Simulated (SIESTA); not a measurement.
Crystal: Al2O3 (Corundum).

```
Al O
1.0
     2.38025    1.37424    4.33187
    -2.38025    1.37424    4.33187
     0.00000   -2.74848    4.33187
Al O
4 6
Direct
  0.85216 0.85216 0.85216
  0.64784 0.64784 0.64784
  0.14784 0.14784 0.14784
  0.35216 0.35216 0.35216
  0.05668 0.75000 0.44332
  0.75000 0.44332 0.05668
  0.44332 0.05668 0.75000
  0.94332 0.25000 0.55668
  0.25000 0.55668 0.94332
  0.55668 0.94332 0.25000
```

Base run:

- Program: SIESTA 5.4.2
- Functional: PBEsol
- Potentials or basis: PseudoDojo 0.4 standard (PBEsol files)
- Basis: DZP (energy shift 0.002 Ry; radii capped at 9.5 bohr)
- Grid cutoff: 800 Ry
- Energy shift: 0.002 Ry
- k mesh: 7 × 7 × 7
- Occupations: fermi-dirac, width 0.05 eV
- Spin: no spin polarisation

Its results: band gap on the k mesh 6.16 eV, direct; pressure 3.3 GPa; largest force 0.085 eV/Å.

Q: After a change of settings the same cell gave: band gap on the k mesh 6.23 eV, direct; pressure -4.2 GPa; largest force 0.098 eV/Å. Which change was it?
A. functional from PBEsol to LDA; potentials or basis from PseudoDojo 0.4 standard (PBEsol files) to PseudoDojo 0.4 standard (LDA files)
B. functional from PBEsol to PW86PBE; potentials or basis from PseudoDojo 0.4 standard (PBEsol files) to PseudoDojo 0.4 standard (PBE files)
C. functional from PBEsol to PBE; potentials or basis from PseudoDojo 0.4 standard (PBEsol files) to SG15 1.2 with PseudoDojo 0.4 standard (PBE files)

A: A.

Caveats: the basis of atomic orbitals isn't converged, which shifts pressures, moduli and gaps.

Not every run made on this cell is shown here.
